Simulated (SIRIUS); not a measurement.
# Ge (Fd-3m) in SIRIUS: a series of runs, part 3 of 3

SIRIUS 7.12.0. Earlier steps stand in the parts before.

### Step 10. Band structure, BPBE, collinear spin, ferromagnetic start

The input, sirius.json:

```json
{
  "control": {
    "processing_unit": "cpu",
    "std_evp_solver_name": "lapack",
    "gen_evp_solver_name": "lapack",
    "verbosity": 2,
    "print_forces": true,
    "ortho_rf": true,
    "use_second_variation": true,
    "rmt_max": 3.0,
    "num_bands_to_print": 24,
    "save_wf": true
  },
  "parameters": {
    "electronic_structure_method": "full_potential_lapwlo",
    "xc_functionals": ["XC_GGA_X_B88", "XC_GGA_C_PBE"],
    "core_relativity": "dirac",
    "valence_relativity": "iora",
    "num_fv_states": 29,
    "smearing": "gaussian",
    "smearing_width": 0.0018374661,
    "pw_cutoff": 20,
    "gk_cutoff": 3.68,
    "lmax_apw": 10,
    "lmax_rho": 8,
    "lmax_pot": 8,
    "num_mag_dims": 1,
    "auto_rmt": 0,
    "ngridk": [8, 8, 8],
    "shiftk": [0, 0, 0],
    "num_dft_iter": 80,
    "energy_tol": 1e-07,
    "density_tol": 1e-05,
    "use_symmetry": true
  },
  "settings": {"tol_ne": 1e-10},
  "iterative_solver": {"type": "exact"},
  "mixer": {"type": "anderson", "beta": 0.4, "max_history": 8},
  "unit_cell": {
    "lattice_vectors": [[0.0, 5.3458651312, 5.3458651312], [5.3458651312, 0.0, 5.3458651312], [5.3458651312, 5.3458651312, 0.0]],
    "atom_types": ["Ge"],
    "atom_files": {"Ge": "Ge.json"},
    "atoms": {"Ge": [[0.75, 0.75, 0.75, 0.0, 0.0, 0.5], [0.5, 0.5, 0.5, 0.0, 0.0, 0.5]]}
  }
}
```

The input, Ge.json:

```json
{
  "name": "germanium",
  "symbol": "Ge",
  "number": 32,
  "mass": 72.64,
  "rmin": 1e-06,
  "rmt": 2.28,
  "nrmt": 800,
  "rinf": 16.93,
  "core": "1s2s2p",
  "valence": [
    {"basis": [{"enu": 0.0, "dme": 0, "n": 0, "auto": 0}, {"enu": 0.0, "dme": 1, "n": 0, "auto": 0}]},
    {"l": 0, "n": 1, "basis": [{"enu": 0.0053, "dme": 0, "n": 0, "auto": 0}]},
    {"l": 1, "n": 2, "basis": [{"enu": 0.1, "dme": 0, "n": 0, "auto": 0}]},
    {"l": 2, "n": 3, "basis": [{"enu": 0.1, "dme": 0, "n": 0, "auto": 0}]},
    {"l": 3, "n": 4, "basis": [{"enu": 0.1, "dme": 0, "n": 0, "auto": 0}]}
  ],
  "lo": [
    {
      "l": 0,
      "basis": [{"enu": 0.0053, "dme": 0, "n": 0, "auto": 0}, {"enu": 0.0053, "dme": 1, "n": 0, "auto": 0}]
    },
    {
      "l": 0,
      "basis": [{"enu": -5.9005, "dme": 0, "n": 3, "auto": 1}, {"enu": -5.9005, "dme": 1, "n": 3, "auto": 1}]
    },
    {"l": 1, "basis": [{"enu": 0.1, "dme": 0, "n": 0, "auto": 0}, {"enu": 0.1, "dme": 1, "n": 0, "auto": 0}]},
    {
      "l": 1,
      "basis": [{"enu": -3.9866, "dme": 0, "n": 3, "auto": 1}, {"enu": -3.9866, "dme": 1, "n": 3, "auto": 1}]
    },
    {"l": 1, "basis": [{"enu": -3.9866, "dme": 1, "n": 3, "auto": 1}, {"enu": 0.1, "dme": 0, "n": 0, "auto": 0}]},
    {"l": 2, "basis": [{"enu": 0.1, "dme": 0, "n": 0, "auto": 0}, {"enu": 0.1, "dme": 1, "n": 0, "auto": 0}]},
    {
      "l": 2,
      "basis": [{"enu": -0.8392, "dme": 0, "n": 3, "auto": 1}, {"enu": -0.8392, "dme": 1, "n": 3, "auto": 1}]
    },
    {"l": 2, "basis": [{"enu": -0.8392, "dme": 1, "n": 3, "auto": 1}, {"enu": 0.1, "dme": 0, "n": 0, "auto": 0}]},
    {"l": 3, "basis": [{"enu": 0.1, "dme": 0, "n": 0, "auto": 0}, {"enu": 0.1, "dme": 1, "n": 0, "auto": 0}]}
  ],
  "free_atom": [... radial grid and density of the free atom, the start of the SCF ...]
}
```

The input, sirius_start.json:

```json
{
  "control": {
    "processing_unit": "cpu",
    "std_evp_solver_name": "lapack",
    "gen_evp_solver_name": "lapack",
    "verbosity": 1,
    "print_forces": false,
    "ortho_rf": true,
    "use_second_variation": true,
    "rmt_max": 3.0,
    "num_bands_to_print": 24,
    "save_wf": false
  },
  "parameters": {
    "electronic_structure_method": "full_potential_lapwlo",
    "xc_functionals": ["XC_LDA_X", "XC_LDA_C_PW"],
    "core_relativity": "dirac",
    "valence_relativity": "iora",
    "num_fv_states": 29,
    "smearing": "fermi_dirac",
    "smearing_width": 0.0055123983,
    "pw_cutoff": 20,
    "gk_cutoff": 2.95,
    "lmax_apw": 10,
    "lmax_rho": 8,
    "lmax_pot": 8,
    "num_mag_dims": 1,
    "auto_rmt": 0,
    "ngridk": [3, 3, 3],
    "shiftk": [0, 0, 0],
    "num_dft_iter": 30,
    "energy_tol": 0.01,
    "density_tol": 0.05,
    "use_symmetry": true
  },
  "settings": {"tol_ne": 1e-10},
  "iterative_solver": {"type": "exact"},
  "mixer": {"type": "anderson", "beta": 0.4, "max_history": 8},
  "unit_cell": {
    "lattice_vectors": [[0.0, 5.3458651312, 5.3458651312], [5.3458651312, 0.0, 5.3458651312], [5.3458651312, 5.3458651312, 0.0]],
    "atom_types": ["Ge"],
    "atom_files": {"Ge": "Ge.json"},
    "atoms": {"Ge": [[0.75, 0.75, 0.75, 0.0, 0.0, 0.5], [0.5, 0.5, 0.5, 0.0, 0.0, 0.5]]}
  }
}
```

The input, sirius_bands.json:

```json
{
  "control": {
    "processing_unit": "cpu",
    "std_evp_solver_name": "lapack",
    "gen_evp_solver_name": "lapack",
    "verbosity": 2,
    "print_forces": true,
    "ortho_rf": true,
    "use_second_variation": true,
    "rmt_max": 3.0,
    "num_bands_to_print": 24,
    "save_wf": true
  },
  "parameters": {
    "electronic_structure_method": "full_potential_lapwlo",
    "xc_functionals": ["XC_GGA_X_B88", "XC_GGA_C_PBE"],
    "core_relativity": "dirac",
    "valence_relativity": "iora",
    "num_fv_states": 29,
    "smearing": "gaussian",
    "smearing_width": 0.0018374661,
    "pw_cutoff": 20,
    "gk_cutoff": 3.68,
    "lmax_apw": 10,
    "lmax_rho": 8,
    "lmax_pot": 8,
    "num_mag_dims": 1,
    "auto_rmt": 0,
    "ngridk": [8, 8, 8],
    "shiftk": [0, 0, 0],
    "num_dft_iter": 80,
    "energy_tol": 1e-07,
    "density_tol": 1e-05,
    "use_symmetry": true
  },
  "settings": {"tol_ne": 1e-10},
  "iterative_solver": {"type": "exact"},
  "mixer": {"type": "anderson", "beta": 0.4, "max_history": 8},
  "unit_cell": {
    "lattice_vectors": [[0.0, 5.3458651312, 5.3458651312], [5.3458651312, 0.0, 5.3458651312], [5.3458651312, 5.3458651312, 0.0]],
    "atom_types": ["Ge"],
    "atom_files": {"Ge": "Ge.json"},
    "atoms": {"Ge": [[0.75, 0.75, 0.75, 0.0, 0.0, 0.5], [0.5, 0.5, 0.5, 0.0, 0.0, 0.5]]}
  },
  "kpoints_rel": {
    "G": [0.0, 0.0, 0.0],
    "K": [0.375, 0.375, 0.75],
    "L": [0.5, 0.5, 0.5],
    "U": [0.625, 0.25, 0.625],
    "W": [0.5, 0.25, 0.75],
    "X": [0.5, 0.0, 0.5]
  },
  "kpoints_path": ["G", "X", "W", "K", "G", "L", "U", "W", "L", "K"]
}
```

Potentials or basis: all-electron FP-LAPW, apw+lo lean.

Launch:

```console
$ OMP_NUM_THREADS=1 sirius.scf --input=sirius_start.json --output=start.json
$ OMP_NUM_THREADS=1 sirius.scf --input=sirius.json --output=output.json --task=1
$ OMP_NUM_THREADS=1 sirius.scf --input=sirius_bands.json --output=bands_out.json --task=2
```

The log of the run:

```text
[info] SIRIUS version : 7.12.0
[info] number of MPI ranks           : 1
[info] MPI grid                      : 1 1
[info] maximum number of OMP threads : 1
[fft] FFT context for density and potential
[fft] =====================================
[fft]   plane wave cutoff                     : 20
[fft]   grid size                             : 54 54 54   total : 157464
[fft]   grid limits                           : -26 27   -26 27   -26 27
[fft]   number of G-vectors within the cutoff : 41151
[fft]   number of G-shells                    : 1090
[fft] FFT context for coarse grid
[fft] =====================================
[fft]   plane wave cutoff                     : 7.36
[fft]   grid size                             : 20 20 20   total : 8000
[fft]   grid limits                           : -9 10   -9 10   -9 10
[fft]   number of G-vectors within the cutoff : 2085
[fft]   number of G-shells                    : 79
[unit cell] lattice vectors
[unit cell]   a1 :       0.0000000000      5.3458651312      5.3458651312
[unit cell]   a2 :       5.3458651312      0.0000000000      5.3458651312
[unit cell]   a3 :       5.3458651312      5.3458651312      0.0000000000
[unit cell] reciprocal lattice vectors
[unit cell]   b1 :      -0.5876677725      0.5876677725      0.5876677725
[unit cell]   b2 :       0.5876677725     -0.5876677725      0.5876677725
[unit cell]   b3 :       0.5876677725      0.5876677725     -0.5876677725
[unit cell] unit cell volume :       305.55119698 [a.u.^3]
[unit cell] 1/sqrt(omega)    :         0.05720816
[unit cell] MT volume        :        99.29403192 (32.50%)
[unit cell] IT volume        :       206.25716506 (67.50%)
[unit cell] number of atom types : 1
[unit cell] type id : 0 symbol : Ge mt_radius :   2.280000 num_atoms : 2
[unit cell] total number of atoms : 2
[unit cell] number of symmetry classes : 1
[unit cell] atom id  type id  class id             position                      vector_field
[unit cell] ------------------------------------------------------------------------------------------
[unit cell]      0        0        0      0.75000   0.75000   0.75000      0.00000   0.00000   0.50000
[unit cell]      1        0        0      0.50000   0.50000   0.50000      0.00000   0.00000   0.50000
[unit cell] atom id         position (Cartesian, a.u.)
[unit cell] ---------------------------------------------
[unit cell]      0       8.018798    8.018798    8.018798
[unit cell]      1       5.345865    5.345865    5.345865
[unit cell] class id : 0 atom id : 0 1
[unit cell] minimum bond length:     4.629655
[sym] space group number   : 227
[sym] international symbol : Fd-3m
[sym] Hall symbol          : F 4d 2 3 -1d
[sym] space group transformation matrix :
[sym]   0.0000  0.5000  0.5000
[sym]   0.5000  0.0000  0.5000
[... 287 lines left out ...]
[diagonalize]            -5.826512   -5.826512   -3.885071   -3.885071   -3.884872   -3.884872   -3.884674   -3.884674   -0.722382   -0.722382   -0.718267   -0.718267   -0.715390   -0.715390   -0.713834   -0.713834   -0.709552   -0.709552   -0.133627   -0.133627    0.061021    0.061021    0.262068    0.262068
[diagonalize] ik:   28   -5.826566   -5.826566   -3.885124   -3.885124   -3.884924   -3.884924   -3.884726   -3.884726   -0.722657   -0.722657   -0.717469   -0.717469   -0.715661   -0.715661   -0.714477   -0.714477   -0.709410   -0.709410   -0.131875   -0.131875    0.047545    0.047545    0.349394    0.349394
[diagonalize]            -5.826512   -5.826512   -3.885071   -3.885071   -3.884871   -3.884871   -3.884673   -3.884673   -0.722600   -0.722600   -0.717412   -0.717412   -0.715605   -0.715605   -0.714421   -0.714421   -0.709354   -0.709354   -0.131781   -0.131781    0.047621    0.047621    0.349474    0.349474
[generate_core_charge_density] atom class : 0
[generate_core_charge_density]   n,l,k : 1 0 1  energy :        -402.44189651
[generate_core_charge_density]   n,l,k : 2 0 1  energy :         -50.04369568
[generate_core_charge_density]   n,l,k : 2 1 1  energy :         -44.48050085
[generate_core_charge_density]   n,l,k : 2 1 2  energy :         -43.30816995
[find] total moment          : [  0.00000,   0.00000,   0.00070], magnitude : 0.000698
[find] Total energy                   :   -4198.91346768 (Ha),   -8397.82693537 (Ry)
[find] iteration : 1, RMS (target) : 1.7762e-01 (1.0000e-05) , energy difference (target) : 1.3822e-04 (1.0000e-07)
[find] total moment          : [  0.00000,   0.00000,   0.00020], magnitude : 0.000205
[find] Total energy                   :   -4198.91343357 (Ha),   -8397.82686713 (Ry)
[find] iteration : 2, RMS (target) : 1.1346e-02 (1.0000e-05) , energy difference (target) : 3.4118e-05 (1.0000e-07)
[find] total moment          : [  0.00000,   0.00000,   0.00003], magnitude : 0.000034
[find] Total energy                   :   -4198.91343065 (Ha),   -8397.82686130 (Ry)
[find] iteration : 3, RMS (target) : 2.6067e-03 (1.0000e-05) , energy difference (target) : 2.9171e-06 (1.0000e-07)
[find] total moment          : [  0.00000,   0.00000,   0.00000], magnitude : 0.000005
[find] Total energy                   :   -4198.91343701 (Ha),   -8397.82687401 (Ry)
[find] iteration : 4, RMS (target) : 2.4755e-04 (1.0000e-05) , energy difference (target) : -6.3580e-06 (1.0000e-07)
[find] total moment          : [  0.00000,   0.00000,   0.00000], magnitude : 0.000002
[... 15 lines left out ...]
[find] valence_eval_sum               :     -84.36713847
[find] core_eval_sum                  :   -2334.19934176
[find] kinetic energy                 :    4285.74407720
[find] enuc                           :   -5076.41867012
[find] <rho|V^{XC}>                   :    -208.37990834
[find] <rho|E^{XC}>                   :    -160.27347251
[find] <mag|B^{XC}>                   :      -0.00000000
[find] <rho|V^{H}>                    :   -6495.93064909
[find] smearing (-TS)                 :      -0.00000645
[find] SCF correction                 :      -0.00004652
[find] Total energy                   :   -4198.91343650 (Ha),   -8397.82687299 (Ry)
[find] Free energy (E-TS)             :   -4198.91344295 (Ha),   -8397.82688589 (Ry)
[find] band gap (eV)                  :       0.00282890
[find] Efermi                         :       0.19306723
[find] iteration : 6, RMS (target) : 5.3456e-06 (1.0000e-05) , energy difference (target) : -2.2609e-08 (1.0000e-07)
[find] converged after 7 SCF iterations!
[find] Charges and magnetic moments
[find] --------------------------------------------------------------------------------
[find] atom      charge    core leakage                 moment                |moment|
[find] --------------------------------------------------------------------------------
[find]    0   30.327847    0.000000e+00  [  0.00000,   0.00000,   0.00000]    0.000000
[find]    1   30.327847    0.000000e+00  [  0.00000,   0.00000,   0.00000]    0.000000
[find] total core leakage    : 0.00000000e+00
[find] interstitial charge   : 3.344304
[find] interstitial moment   : [  0.00000,   0.00000,  -0.00000], magnitude : 0.000000
[find] total charge          : 63.999999
[find] total moment          : [  0.00000,   0.00000,  -0.00000], magnitude : 0.000000
[find] Energy
[find] --------------------------------------------------------------------------------
[find] valence_eval_sum               :     -84.36713847
[find] core_eval_sum                  :   -2334.19934176
[find] kinetic energy                 :    4285.74407720
[find] enuc                           :   -5076.41867012
[find] <rho|V^{XC}>                   :    -208.37990834
[find] <rho|E^{XC}>                   :    -160.27347251
[find] <mag|B^{XC}>                   :      -0.00000000
[find] <rho|V^{H}>                    :   -6495.93064909
[find] smearing (-TS)                 :      -0.00000645
[find] SCF correction                 :      -0.00004652
[find] Total energy                   :   -4198.91343650 (Ha),   -8397.82687299 (Ry)
[find] Free energy (E-TS)             :   -4198.91344295 (Ha),   -8397.82688589 (Ry)
[find] band gap (eV)                  :       0.00282890
[find] Efermi                         :       0.19306723
[ground_state]
[ground_state] ==== total Forces in Ha/bohr =====
[ground_state] atom:    0, force:       0.0000000      0.0000000      0.0000000
[ground_state] atom:    1, force:      -0.0000000     -0.0000000     -0.0000000
[ground_state] ==== contribution from density =====
[ground_state] atom:    0, force:       0.0000000      0.0000000      0.0000000
[ground_state] atom:    1, force:       0.0000000      0.0000000      0.0000000
[ground_state] ==== contribution from Hartree potential =====
[ground_state] atom:    0, force:      -0.0000000     -0.0000000     -0.0000000
[ground_state] atom:    1, force:      -0.0000000     -0.0000000     -0.0000000
[ground_state] ==== contribution from IBS =====
[ground_state] atom:    0, force:       0.0000000      0.0000000      0.0000000
[ground_state] atom:    1, force:      -0.0000000     -0.0000000     -0.0000000
```

It took 62 s on 1 thread of Arm Neoverse V2, shared host; peak memory 0.62 GiB.

What came out:

| Property | Result |
| --- | --- |
| Free energy | -114258.2555 eV |
| Band gap along the path | none (metal or under the smearing width) |
| Net moment | 0.00 μB per cell |
| All electrons inside the program's atomic spheres | Ge 30.33 (radii Ge 2.28 bohr) |

Levels at the corners of the path, in eV from the Fermi level:
Spin up:
```tsv
point	band 19	band 20	band 21	band 22	band 23	band 24	band 25	band 26
Γ	-12.80	-0.02	-0.02	-0.02	-0.02	2.52	2.52	2.52
X	-8.92	-8.92	-3.10	-3.10	0.73	0.73	9.47	9.47
W	-8.82	-8.82	-3.92	-3.92	4.29	4.29	4.69	4.69
K	-9.39	-8.33	-4.35	-2.66	1.13	4.06	7.18	7.34
Γ	-12.80	-0.02	-0.02	-0.02	-0.02	2.52	2.52	2.52
L	-10.71	-7.62	-1.43	-1.43	0.15	3.72	3.72	7.11
U	-9.39	-8.33	-4.35	-2.66	1.13	4.06	7.18	7.34
W	-8.82	-8.82	-3.92	-3.92	4.29	4.29	4.69	4.69
L	-10.71	-7.62	-1.43	-1.43	0.15	3.72	3.72	7.11
K	-9.39	-8.33	-4.35	-2.66	1.13	4.06	7.18	7.34
```
Spin down:
```
point  band 20  band 21  band 22  band 23  band 24  band 25
    Γ    -0.02    -0.02    -0.02    -0.02     2.52     2.52
    X    -8.92    -3.10    -3.10     0.73     0.73     9.47
    W    -8.82    -3.92    -3.92     4.29     4.29     4.69
    K    -8.33    -4.35    -2.66     1.13     4.06     7.18
    Γ    -0.02    -0.02    -0.02    -0.02     2.52     2.52
    L    -7.62    -1.43    -1.43     0.15     3.72     3.72
    U    -8.33    -4.35    -2.66     1.13     4.06     7.18
    W    -8.82    -3.92    -3.92     4.29     4.29     4.69
    L    -7.62    -1.43    -1.43     0.15     3.72     3.72
    K    -8.33    -4.35    -2.66     1.13     4.06     7.18
```

Caveat: the basis is light, so values aren't converged; this crystal is a semiconductor, whose small gap the functional closes, so the metal is an error of the method.

### Step 11. Comparison with measurements

Step 10. A measured gap of Ge is 0.744 eV (indirect; 0 K; “Temperature-dependent photoluminescence in Ge: experiment and theory”, 2020, arxiv:2003.00143); the calculated 0.00 eV misses it by -0.74 eV. 3 values of this kind are on record (0.666 to 0.807 eV); this one was drawn at random among those near their median. Spin-orbit coupling on Ge is left out. The value is that of BPBE, without temperature or zero-point motion.
